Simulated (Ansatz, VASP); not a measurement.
**One calculation of CdTe, two programs**

File INCAR:

```
ALGO     = Normal         # electronic algorithm
DIPOL    = 0.5 0.5 0.500
EDIFF    = 1E-7           # SCF threshold, eV
ENCUT    = 520            # plane-wave cutoff, eV
GGA      = PE             # functional
IDIPOL   = 3            
ISIF     = 2              # what is computed and relaxed
ISMEAR   = -1             # smearing method
LASPH    = T              # aspherical terms in the spheres
LCHARG   = F              # write CHGCAR
LDIPOL   = T            
LREAL    = F              # projectors in reciprocal space
LWAVE    = F              # write WAVECAR
NBANDS   = 36             # bands
NELM     = 100            # most SCF steps
PREC     = Accurate       # precision mode
SIGMA    = 0.3            # smearing width, eV
```

File KPOINTS:

```
k-points
0
Gamma
  9 9 1
```

Contents of POSCAR:

```
CdTe
1.0
    4.6791895905      0.0000000000      0.0000000000
   -2.3395947952      4.0522970545      0.0000000000
    0.0000000000      0.0000000000     23.5962201799
Te Cd
3 3
Direct
    0.0000000000      0.0000000000      0.3178475172
    0.3333333333      0.6666666667      0.4797608352
    0.6666666667      0.3333333333      0.6416741533
    0.3333333333      0.6666666667      0.3583258467
    0.6666666667      0.3333333333      0.5202391648
    0.0000000000      0.0000000000      0.6821524828
```

Input for Ansatz:

```yaml
crystal:
  lattice:
    - [4.6791895905, 0.0, 0.0]
    - [-2.3395947952, 4.0522970545, 0.0]
    - [0.0, 0.0, 23.5962201799]
  atoms:
    - { symbol: Te, position: [0.0, 0.0, 0.3178475172] }
    - { symbol: Cd, position: [0.3333333333, 0.6666666667, 0.3583258467] }
    - { symbol: Te, position: [0.3333333333, 0.6666666667, 0.4797608352] }
    - { symbol: Cd, position: [0.6666666667, 0.3333333333, 0.5202391648] }
    - { symbol: Te, position: [0.6666666667, 0.3333333333, 0.6416741533] }
    - { symbol: Cd, position: [0.0, 0.0, 0.6821524828] }
basis:
  ecutwfc: 420
kpoints:
  mp_grid: { grid: [9, 9, 1] }
hamiltonian:
  xc: pbe
scf:
  occupations: { method: fermi_dirac, width: 0.3 }
output:
  forces: true
  stress: true
  eigenvalues: true
efield:
  axis: 3
  dipole_correction: true
  ramp_width: 0.04
```

Alike in both runs: task single point; functional PBE; k mesh 9 × 9 × 1; occupations fermi-dirac, width 0.3 eV; no spin polarisation.

|  | VASP | Ansatz |
| --- | --- | --- |
| version | VASP 6.6.1 | Ansatz 0.2.0 |
| potentials or method | VASP PAW PBE potentials, release 64 (Te, Cd) | scalar-relativistic, plane waves, PAW |
| plane-wave cutoff (eV) | 520 | 420 |
| valence electrons in the cell | 54 | 108 |

```tsv
	VASP	Ansatz	Ansatz less VASP
gap on the k mesh at the Fermi level (eV)	0.20	0.20	0.000
least direct gap on the mesh (eV)	0.20	0.20	0.000
rms of the force components (eV/Å)	0.210	0.212	+0.0013
```

The functional is the same, so the differences come from potentials, cutoffs and numerics. The two sets of potentials don't hold the same shells in valence.

Caveats: spin-orbit coupling is left out, which moves the levels of the heavy elements.
